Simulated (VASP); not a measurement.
Take MgF$_{2}$ (rutile), against free atoms with fixed spin and no zero-point term, in VASP with PAW potentials, and its cohesive energy.

**Question.** One run gives 5.59 eV/atom. Which level is it?
A. PBE
B. r2SCAN
C. LDA
D. SCAN

**Answer.** C, LDA.  The others give 4.99 (r2SCAN), 4.98 (SCAN), 4.80 (PBE).

Only levels that ran to the end are used. Left out are those held back, those with too coarse a band path, GW runs whose mesh misses a band edge, hybrids' fits of cells that aren't cubic and levels without matching references; a question may draw on a part of the rest.
